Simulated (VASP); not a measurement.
# TlBr (Pm-3m) in VASP: a series of runs

The runs below take TlBr through single point, with LDA.

Program: VASP 6.6.1. These are calculated values, not measurements. Logs are shortened: lines on timing, memory, paths and dates and some standing lists are left out, and cuts for length are marked.

## 1. The structure

It takes space group Pm-3m (No. 221, cubic). Conventional cell: a = 3.980 Å, b = 3.980 Å, c = 3.980 Å, α = 90.00°, β = 90.00°, γ = 90.00°. Around Tl (site symmetry m-3m) lie 8 Br at 3.45 Å. Around Br (site symmetry m-3m) lie 8 Tl at 3.45 Å.

## 2. Single point, LDA

INCAR reads:

```
SYSTEM = TlBr
PREC = Accurate ; ENCUT = 520
EDIFF = 1E-6 ; ISMEAR = 0
SIGMA = 0.01 ; LREAL = .FALSE.
LASPH = .TRUE. ; NELM = 100
ALGO = Fast ; ISIF = 2
LWAVE = .FALSE. ; LCHARG = .TRUE.
GGA = CA ; LELF = .TRUE.
LVHAR = .TRUE. ; NBANDS = 17
```

KPOINTS reads:

```
Automatic mesh
0
Gamma
  3 3 3
  0.5 0.5 0.5
```

POSCAR reads:

```
TlBr
1.0
    3.9800000000      0.0000000000      0.0000000000
    0.0000000000      3.9800000000      0.0000000000
    0.0000000000      0.0000000000      3.9800000000
Tl Br
1 1
Direct
    0.0000000000      0.0000000000      0.0000000000
    0.5000000000      0.5000000000      0.5000000000
```

Potentials or basis: VASP PAW LDA potentials, release 64 (Tl_d, Br).

The run is started by

```sh
cat potpaw_LDA.64/Tl_d/POTCAR potpaw_LDA.64/Br/POTCAR > POTCAR
mpirun -np 1 vasp_std > vasp.out
```

OUTCAR:

```text
SYSTEM = TlBr
   PREC = Accurate
   ENCUT = 520
   EDIFF = 1E-6
   ISMEAR = 0
   LREAL = .FALSE.
   LASPH = .TRUE.
   NELM = 100
   ISIF = 2
   GGA = CA

 ion  position               nearest neighbor table
   1  0.000  0.000  0.000-   2 3.45   2 3.45   2 3.45   2 3.45   2 3.45   2 3.45   2 3.45   2 3.45

   2  0.500  0.500  0.500-   1 3.45   1 3.45   1 3.45   1 3.45   1 3.45   1 3.45   1 3.45   1 3.45

  LATTYP: Found a simple cubic cell.
 ALAT       =     3.9800000000

  Lattice vectors:

 A1 = (   3.9800000000,   0.0000000000,   0.0000000000)
 A2 = (   0.0000000000,   3.9800000000,   0.0000000000)
 A3 = (   0.0000000000,   0.0000000000,   3.9800000000)

Analysis of symmetry for initial positions (statically):
=====================================================================
 Subroutine PRICEL returns:
 Original cell was already a primitive cell.

 Routine SETGRP: Setting up the symmetry group for a
 simple cubic supercell.

 Subroutine GETGRP returns: Found 48 space group operations
 (whereof 48 operations were pure point group operations)
 out of a pool of 48 trial point group operations.

The static configuration has the point symmetry O_h .

Analysis of symmetry for dynamics (positions and initial velocities):
=====================================================================
 Subroutine PRICEL returns:
 Original cell was already a primitive cell.

 Routine SETGRP: Setting up the symmetry group for a
 simple cubic supercell.

 Subroutine GETGRP returns: Found 48 space group operations
 (whereof 48 operations were pure point group operations)
 out of a pool of 48 trial point group operations.

The dynamic configuration has the point symmetry O_h .

 Subroutine INISYM returns: Found 48 space group operations
 (whereof 48 operations are pure point group operations),
 and found     1 'primitive' translations

----------------------------------------------------------------------------------------

                                     Primitive cell

  volume of cell :      63.0448

  direct lattice vectors                    reciprocal lattice vectors
     3.980000000  0.000000000  0.000000000     0.251256281  0.000000000  0.000000000
     0.000000000  3.980000000  0.000000000     0.000000000  0.251256281  0.000000000
     0.000000000  0.000000000  3.980000000     0.000000000  0.000000000  0.251256281

  length of vectors
     3.980000000  3.980000000  3.980000000     0.251256281  0.251256281  0.251256281

  position of ions in fractional coordinates (direct lattice)
     0.000000000  0.000000000  0.000000000
     0.500000000  0.500000000  0.500000000

  ion indices of the primitive-cell ions
   primitive index   ion index
                 1           1
                 2           2

----------------------------------------------------------------------------------------

 KPOINTS: Automatic mesh

Automatic generation of k-mesh.
 Grid dimensions read from file:
 generate k-points for:    3    3    3

 Generating k-lattice:

  Cartesian coordinates                     Fractional coordinates (reciprocal lattice)
     0.083752094  0.000000000  0.000000000     0.333333333  0.000000000  0.000000000
     0.000000000  0.083752094  0.000000000     0.000000000  0.333333333  0.000000000
     0.000000000  0.000000000  0.083752094     0.000000000  0.000000000  0.333333333

  Length of vectors
     0.083752094  0.083752094  0.083752094

  Shift w.r.t. Gamma in fractional coordinates (k-lattice)
     0.500000000  0.500000000  0.500000000

 Subroutine IBZKPT returns following result:
 ===========================================

 Found      4 irreducible k-points:

 Following reciprocal coordinates:
            Coordinates               Weight
  0.166667  0.166667  0.166667      8.000000
  0.500000  0.166667  0.166667     12.000000
  0.500000  0.500000  0.166667      6.000000
  0.500000  0.500000  0.500000      1.000000
   k-points           NKPTS =      4   k-points in BZ     NKDIM =      4   number of bands    NBANDS=     17
   number of dos      NEDOS =    301   number of ions     NIONS =      2
   total plane-waves  NPLWV =  27000
   dimension x,y,z NGX =    30 NGY =   30 NGZ =   30
   dimension x,y,z NGXF=    60 NGYF=   60 NGZF=   60
   ions per type =               1   1
   NGX,Y,Z   is equivalent  to a cutoff of  12.53, 12.53, 12.53 a.u.
   NGXF,Y,Z  is equivalent  to a cutoff of  25.06, 25.06, 25.06 a.u.
 SYSTEM =  TlBr
   PREC   = accura    normal or accurate (medium, high low for compatibility)
   ISTART =      0    job   : 0-new  1-cont  2-samecut
   ICHARG =      2    charge: 1-file 2-atom 10-const
   ISPIN  =      1    spin polarized calculation?
   LNONCOLLINEAR =      F non collinear calculations
   LSORBIT =      F    spin-orbit coupling
   LASPH  =      T    aspherical Exc in radial PAW
   ENCUT  =  520.0 eV  38.22 Ry    6.18 a.u.   7.40  7.40  7.40*2*pi/ulx,y,z
   NELM   =    100;   NELMIN=  2; NELMDL= -5     # of ELM steps
   EDIFF  = 0.1E-05   stopping-criterion for ELM
[... 8 lines left out ...]
   TEBEG  =    0.0;   TEEND  =   0.0 temperature during run
   PSTRESS=    0.0 pullay stress
   NELECT =      20.0000    total number of electrons
   NUPDOWN=      -1.0000    fix difference up-down
   EMIN   =  10.00;   EMAX   =-10.00  energy-range for DOS
   EFERMI =   0.00;   METHOD = LEGACY
   ISMEAR =     0;   SIGMA  =   0.01  broadening in eV -4-tet -1-fermi 0-gaus
   EFERMI_NEDOS =   21; number of points for ismear=-14 and -15
   IALGO  =     68    algorithm
   IMIX   =      4    mixing-type and parameters
     AMIX     =   0.40;   BMIX     =  1.00
     AMIX_MAG =   1.60;   BMIX_MAG =  1.00
  volume/ion in A,a.u.               =      31.52       212.72
  Fermi-wavevector in a.u.,A,eV,Ry     =   1.116525  2.109926 16.961403  1.246628
  Thomas-Fermi vector in A             =   2.253140
   LORBIT       =      0    0 simple, 1 ext, 2 COOP (PROOUT), +10 PAW based schemes
   GGA     = CA    functional components
   LHFCALC =     F    Hartree Fock is set to
   AEXX    =    0.0000 exact exchange contribution
   IVDW    =     0    specifies the selected vdW correction
   LEPSILON=     F    determine dielectric tensor
   LRPA    =     F    only Hartree local field effects (RPA)
 non-spin polarized calculation
 RMM-DIIS sequential band-by-band and
 Gauss-broadening in eV      SIGMA  =   0.01
  energy-cutoff  :      520.00
  volume of cell :       63.04
 maximum number of plane-waves:      1736
 NGX is ok and might be reduce to    30
   NGX = 15   NGY = 15   NGZ = 15

 number of electron      20.0000005 magnetization

 Free energy of the ion-electron system (eV)
  ---------------------------------------------------
  ext. energy  EPLUGINS =         0.00000000
  ---------------------------------------------------
  free energy    TOTEN  =        -6.53393244 eV

  energy without entropy =       -6.53393244  energy(sigma->0) =       -6.53393244

 E-fermi :   2.0433     XC(G=0):  -9.3843

 val. band max:        1.9349077596   @ k =   0.1667   0.1667   0.1667
 cond. band min:       4.1672141313   @ k =   0.5000   0.5000   0.5000
 fundamental gap:      2.2323063717
 Fermi energy:         2.0433040562

 k-point     1 :       0.1667    0.1667    0.1667
  band No.  band energies     occupation
      1     -11.4100      2.00000
      2      -7.8038      2.00000
      3      -7.8038      2.00000
      4      -7.7105      2.00000
      5      -7.7105      2.00000
      6      -7.6978      2.00000
[... 9 lines left out ...]
     16      14.5174      0.00000
     17      14.5866      0.00000

 k-point     2 :       0.5000    0.1667    0.1667
  band No.  band energies     occupation
      1     -11.2632      2.00000
      2      -7.7956      2.00000
      3      -7.7632      2.00000
      4      -7.7096      2.00000
      5      -7.7077      2.00000
      6      -7.6949      2.00000
[... 9 lines left out ...]
     16      13.2418      0.00000
     17      14.5705      0.00000

 k-point     3 :       0.5000    0.5000    0.1667
  band No.  band energies     occupation
      1     -11.1636      2.00000
      2      -7.7513      2.00000
      3      -7.7513      2.00000
      4      -7.7441      2.00000
      5      -7.7195      2.00000
      6      -7.6229      2.00000
[... 9 lines left out ...]
     16      13.2985      0.00000
     17      14.9477      0.00000

 k-point     4 :       0.5000    0.5000    0.5000
  band No.  band energies     occupation
      1     -11.0197      2.00000
      2      -7.8224      2.00000
      3      -7.8224      2.00000
      4      -7.8224      2.00000
      5      -7.6206      2.00000
      6      -7.6206      2.00000
[... 9 lines left out ...]
     16      14.8007      0.00000
     17      18.2718      0.00000

------------------------ aborting loop because EDIFF is reached ----------------------------------------

  FORCE on cell =-STRESS in cart. coord.  units (eV):
  Direction    XX          YY          ZZ          XY          YZ          ZX
  --------------------------------------------------------------------------------------
  -------------------------------------------------------------------------------------
  Total       -1.1115503     -1.1115503     -1.1115503      0.0000000      0.0000000     -0.0000000
  in kB      -28.2481809    -28.2481809    -28.2481809      0.0000000      0.0000000     -0.0000000
  external PRESSURE =     -28.2481809 kB  Pullay stress =       0.0000000 kB

 VOLUME and BASIS-vectors are now :
 -----------------------------------------------------------------------------
  energy-cutoff  :      520.00
  volume of cell :       63.04
      direct lattice vectors                 reciprocal lattice vectors
     3.980000000  0.000000000  0.000000000     0.251256281  0.000000000  0.000000000
     0.000000000  3.980000000  0.000000000     0.000000000  0.251256281  0.000000000
     0.000000000  0.000000000  3.980000000     0.000000000  0.000000000  0.251256281

 POSITION                                       TOTAL-FORCE (eV/Angst)
 -----------------------------------------------------------------------------------
      0.00000      0.00000      0.00000         0.000000      0.000000      0.000000
      1.99000      1.99000      1.99000         0.000000      0.000000      0.000000
 -----------------------------------------------------------------------------------
    total drift:                                0.000000     -0.000000     -0.000000

  FREE ENERGIE OF THE ION-ELECTRON SYSTEM (eV)
  ---------------------------------------------------
  free  energy   TOTEN  =        -6.5339324428 eV

  energy  without entropy=       -6.5339324428  energy(sigma->0) =       -6.53393244
```

Run time: 6.5 s. Hardware: 1 thread of Intel Xeon Platinum 8259CL at 2.50GHz (Skylake/Cascade Lake), shared host; peak memory 0.14 GiB.

What came out:

```
Free energy            : -6.5339 eV
Pressure               : -2.8 GPa
Band gap on the k mesh : 2.23 eV, indirect (least direct gap 3.91 eV)
```

Caveat: spin-orbit coupling is left out, which as a rule narrows the gap of such compounds by several tenths of an eV.

## 3. Single point, LDA, non-collinear spin, zero start, spin-orbit coupling

INCAR reads:

```
SYSTEM = TlBr
  PREC = Accurate
  ENCUT = 520
  EDIFF = 1E-7
  ISMEAR = 0
  SIGMA = 0.01
  LREAL = .FALSE.
  LASPH = .TRUE.
  NELM = 150
  ALGO = Normal
  ISIF = 2
  LWAVE = .FALSE.
  LCHARG = .FALSE.
  MAGMOM = 0 0 0 0 0 0
  LORBIT = 11
  LSORBIT = .TRUE.
  GGA_COMPAT = .FALSE.
  LORBMOM = .TRUE.
  NBANDS = 32
```

KPOINTS is that of step 2.

POSCAR is that of step 2.

Potentials or basis: VASP PAW LDA potentials, release 64 (Tl_d, Br).

The run is started by

```sh
cat potpaw_LDA.64/Tl_d/POTCAR potpaw_LDA.64/Br/POTCAR > POTCAR
mpirun -np 1 vasp_ncl > vasp.out
```

OUTCAR:

```text
SYSTEM = TlBr
   PREC = Accurate
   ENCUT = 520
   EDIFF = 1E-7
   ISMEAR = 0
   LREAL = .FALSE.
   LASPH = .TRUE.
   NELM = 150
   ISIF = 2
   LORBIT = 11
   LSORBIT = .TRUE.

 ion  position               nearest neighbor table
   1  0.000  0.000  0.000-   2 3.45   2 3.45   2 3.45   2 3.45   2 3.45   2 3.45   2 3.45   2 3.45

   2  0.500  0.500  0.500-   1 3.45   1 3.45   1 3.45   1 3.45   1 3.45   1 3.45   1 3.45   1 3.45

  LATTYP: Found a simple cubic cell.
 ALAT       =     3.9800000000

  Lattice vectors:

 A1 = (   3.9800000000,   0.0000000000,   0.0000000000)
 A2 = (   0.0000000000,   3.9800000000,   0.0000000000)
 A3 = (   0.0000000000,   0.0000000000,   3.9800000000)

Analysis of symmetry for initial positions (statically):
=====================================================================
 Subroutine PRICEL returns:
 Original cell was already a primitive cell.

 Routine SETGRP: Setting up the symmetry group for a
 simple cubic supercell.

 Subroutine GETGRP returns: Found 48 space group operations
 (whereof 48 operations were pure point group operations)
 out of a pool of 48 trial point group operations.

The static configuration has the point symmetry O_h .

Analysis of symmetry for dynamics (positions and initial velocities):
=====================================================================
 Subroutine PRICEL returns:
 Original cell was already a primitive cell.

 Routine SETGRP: Setting up the symmetry group for a
 simple cubic supercell.

 Subroutine GETGRP returns: Found 48 space group operations
 (whereof 48 operations were pure point group operations)
 out of a pool of 48 trial point group operations.

The dynamic configuration has the point symmetry O_h .

Analysis of structural, dynamic, and magnetic symmetry:
=====================================================================
 Subroutine PRICEL returns:
 Original cell was already a primitive cell.

 Routine SETGRP: Setting up the symmetry group for a
 simple cubic supercell.
[... 330 lines left out ...]
 ----------------------------------------
  1        -0.000   0.000   0.000
  2         0.000  -0.000   0.000
 ----------------------------------------
           -0.000   0.000   0.000

 orbital moment (z)

 # of ion     p       d       tot
 ----------------------------------------
  1        -0.000  -0.000  -0.000
  2         0.000   0.000   0.000
 ----------------------------------------
           -0.000  -0.000  -0.000

 Spin-Orbit-Coupling matrix elements

 Ion:    1  E_soc:     -0.3905055
 l=   1
     0.0000000    -0.0153350    -0.0153350
    -0.0153350     0.0000000    -0.0153350
    -0.0153350    -0.0153350     0.0000000
 l=   2
     0.0000000    -0.0099013     0.0000000    -0.0099013    -0.0398480
    -0.0099013     0.0000000    -0.0298860    -0.0099013    -0.0099620
     0.0000000    -0.0298860     0.0000000    -0.0298860     0.0000000
    -0.0099013    -0.0099013    -0.0298860     0.0000000    -0.0099620
    -0.0398480    -0.0099620     0.0000000    -0.0099620     0.0000000
 l=   3
     0.0000000     0.0000000     0.0000000     0.0000000     0.0000000     0.0000000     0.0000000
     0.0000000     0.0000000     0.0000000     0.0000000     0.0000000     0.0000000     0.0000000
     0.0000000     0.0000000     0.0000000     0.0000000     0.0000000     0.0000000     0.0000000
     0.0000000     0.0000000     0.0000000     0.0000000     0.0000000     0.0000000     0.0000000
     0.0000000     0.0000000     0.0000000     0.0000000     0.0000000     0.0000000     0.0000000
     0.0000000     0.0000000     0.0000000     0.0000000     0.0000000     0.0000000     0.0000000
     0.0000000     0.0000000     0.0000000     0.0000000     0.0000000     0.0000000     0.0000000

 Ion:    2  E_soc:     -0.0658789
 l=   1
     0.0000000    -0.0109801    -0.0109801
    -0.0109801     0.0000000    -0.0109801
    -0.0109801    -0.0109801     0.0000000
 l=   2
     0.0000000    -0.0000006     0.0000000    -0.0000006     0.0000009
    -0.0000006     0.0000000     0.0000007    -0.0000006     0.0000002
     0.0000000     0.0000007     0.0000000     0.0000007     0.0000000
    -0.0000006    -0.0000006     0.0000007     0.0000000     0.0000002
     0.0000009     0.0000002     0.0000000     0.0000002     0.0000000
 l=   3
     0.0000000     0.0000000     0.0000000     0.0000000     0.0000000     0.0000000     0.0000000
     0.0000000     0.0000000     0.0000000     0.0000000     0.0000000     0.0000000     0.0000000
     0.0000000     0.0000000     0.0000000     0.0000000     0.0000000     0.0000000     0.0000000
     0.0000000     0.0000000     0.0000000     0.0000000     0.0000000     0.0000000     0.0000000
     0.0000000     0.0000000     0.0000000     0.0000000     0.0000000     0.0000000     0.0000000
     0.0000000     0.0000000     0.0000000     0.0000000     0.0000000     0.0000000     0.0000000
     0.0000000     0.0000000     0.0000000     0.0000000     0.0000000     0.0000000     0.0000000

 total charge

# of ion       s       p       d       tot
------------------------------------------
    1        1.298   0.146   9.657  11.101
    2        1.618   3.187   0.007   4.812
--------------------------------------------------
tot          2.917   3.332   9.664  15.913

 magnetization (x)

# of ion       s       p       d       tot
------------------------------------------
    1        0.000  -0.000   0.000  -0.000
    2        0.000  -0.000  -0.000  -0.000
--------------------------------------------------
tot          0.000  -0.000  -0.000  -0.000

 magnetization (y)

# of ion       s       p       d       tot
------------------------------------------
    1        0.000   0.000  -0.000   0.000
    2        0.000  -0.000  -0.000  -0.000
--------------------------------------------------
tot          0.000  -0.000  -0.000   0.000

 magnetization (z)

# of ion       s       p       d       tot
------------------------------------------
    1       -0.000   0.000  -0.000  -0.000
    2        0.000  -0.000  -0.000  -0.000
--------------------------------------------------
tot         -0.000  -0.000  -0.000  -0.000
```

stdout:

```text
POSCAR found type information on POSCAR TlBr
 POSCAR found :  2 types and       2 ions
 scaLAPACK will be used
 LDA part: xc-table for (Slater(with rela. corr.)+CA(PZ))
 , standard interpolation
 POSCAR, INCAR and KPOINTS ok, starting setup
 FFT: planning ... GRIDC
 FFT: planning ... GRID_SOFT
 FFT: planning ... GRID
 WAVECAR not read
 entering main loop
```

It took 37 s on 1 thread of Intel Xeon Platinum 8259CL at 2.50GHz (Skylake/Cascade Lake), shared host; peak memory 0.23 GiB.

Results:

| Item | Value |
| --- | --- |
| Free energy | -6.7585 eV |
| Pressure | -3.0 GPa |
| Net moment | 0.00 μB per cell |
| Valence electrons inside the program's atomic spheres | Tl 11.10; Br 4.81 |

Moments on the atoms (μB; x, y, z):
```
Tl  0.00 0.00 0.00
Br  0.00 0.00 0.00
```

Caveat: the k mesh is coarse (spacing up to 0.53 Å⁻¹), so the values aren't converged.
